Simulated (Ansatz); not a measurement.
InSe, DFT, PBEsol, all-electron PAW with datasets made for the crystal, scalar-relativistic (Ansatz 0.2.0), run on 1 thread of Intel(R) Xeon(R) Platinum 8488C (Sapphire Rapids) on a shared host.

The geometry is COD entry 1534648, unchecked; take it as a test cell. The listed cell was then made from it by scaling, straining or moving an atom.

Command: `ansatz run input.yaml --threads 1 --pin off --max-ram 6144MiB --backend cpu --events-out ev --progress --plain --runs-dir out`

```yaml
crystal:
  lattice:
    - [1.9999996503, 1.1547003365, 8.2335033]
    - [-1.9999996503, 1.1547003365, 8.2335033]
    - [0.0, -2.309400673, 8.2335033]
  atoms:
    - { symbol: In, position: [0.0, 0.0, 0.0] }
    - { symbol: In, position: [0.1122, 0.1122, 0.1122] }
    - { symbol: Se, position: [0.6155, 0.6155, 0.6155] }
    - { symbol: Se, position: [0.83, 0.83, 0.83] }
kpoints:
  mp_grid: { grid: [7, 7, 7] }
scf:
  occupations: { method: fermi_dirac, width: 0.01 }
hamiltonian:
  xc: pbesol
  pseudopotentials: { kind: all_electron, datasets: crystal }
output:
  forces: true
  stress: true
  eigenvalues: true
  efg: { contact_densities: true }
```

Q: How large is the problem that the program sets up?

A: 44 irreducible k-points, 939 plane waves at Γ, 23 bands.

Q: About how long does it take, and how much memory does it use?

A: 25 s of wall time for 10 SCF iterations, with a peak of 0.88 GiB. Times on shared machines scatter by tens of per cent.

Q: And the same cell and mesh by frozen-core PAW, asked for forces, stress, eigenvalues, efg, write_density, write_potential, elf, on the same hardware?

A: 19 s, peak memory 0.53 GiB.
